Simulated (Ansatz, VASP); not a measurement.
**One calculation of Se, two programs**

The input INCAR:

```
SYSTEM = Se
PREC     = Accurate       ! precision mode
ENCUT    = 520            ! plane-wave cutoff, eV
EDIFF    = 1E-7           ! SCF threshold, eV
ISMEAR   = -1             ! smearing method
SIGMA    = 0.05           ! smearing width, eV
LREAL    = .FALSE.        ! projectors in reciprocal space
LASPH    = .TRUE.         ! aspherical terms in the spheres
NELM     = 100            ! most SCF steps
ALGO     = Normal         ! electronic algorithm
ISIF     = 2              ! what is computed and relaxed
LWAVE    = .FALSE.        ! write WAVECAR
LCHARG   = .FALSE.        ! write CHGCAR
GGA      = PE             ! functional
NBANDS   = 16             ! bands
```

The input KPOINTS:

```
regular mesh
0
G
  7 7 6
  0 0 0
```

The input POSCAR:

```
Se
1.0
    4.2770688679      0.0000000000      0.0000000000
   -2.1385344339      3.7040502933      0.0000000000
    0.0000000000      0.0000000000      4.8524777481
Se
3
Direct
    0.7746000000      0.7746000000      0.0000000000
    0.0000000000      0.2254000000      0.6666666667
    0.2254000000      0.0000000000      0.3333333333
```

Contents of input.yaml:

```yaml
crystal:
  lattice:
    - [4.2770688679, 0.0, 0.0]
    - [-2.1385344339, 3.7040502933, 0.0]
    - [0.0, 0.0, 4.8524777481]
  atoms:
    - { symbol: Se, position: [0.7746, 0.7746, 0.0] }
    - { symbol: Se, position: [0.0, 0.2254, 0.6666666667] }
    - { symbol: Se, position: [0.2254, 0.0, 0.3333333333] }
hamiltonian:
  xc: pbe
  pseudopotentials: { kind: paw }
kpoints:
  mp_grid: { grid: [7, 7, 6] }
scf:
  occupations: { method: fermi_dirac, width: 0.05 }
output:
  forces: true
  stress: true
  eigenvalues: true
```

Change from the starting cell: volume scaled by 0.94.

Alike in both runs: task single point; functional PBE; k mesh 7 × 7 × 6; occupations fermi-dirac, width 0.05 eV; no spin polarisation.

|  | VASP | Ansatz |
| --- | --- | --- |
| version | VASP 6.6.1 | Ansatz 0.2.0 |
| potentials or method | VASP PAW PBE potentials, release 64 (Se) | Ansatz PAW |
| plane-wave cutoff (eV) | 520 | 420 |
| valence electrons in the cell | 18 | 48 |

```csv
,VASP,Ansatz,Ansatz less VASP
gap on the k mesh at the Fermi level (eV),1.15,1.15,+0.001
least direct gap on the mesh (eV),1.55,1.56,+0.015
pressure (GPa),7.3,7.1,-0.19
largest component of the traceless stress (GPa),2.85,2.78,-0.071
rms of the force components (eV/Å),0.661,0.635,-0.0258
```

Atom by atom the forces differ by 0.026 eV/Å (rms over components). The two sets of potentials don't hold the same shells in valence.

Caveats: forces of over 1 eV/Å show positions far from the minimum, so gaps and moduli don't describe the material at rest; an odd mesh through Γ misses points on the zone boundary, where band edges often lie (VASP); odd divisions of the mesh miss points on the zone boundary, where band edges often lie, so the gap on the mesh can be too wide (Ansatz).
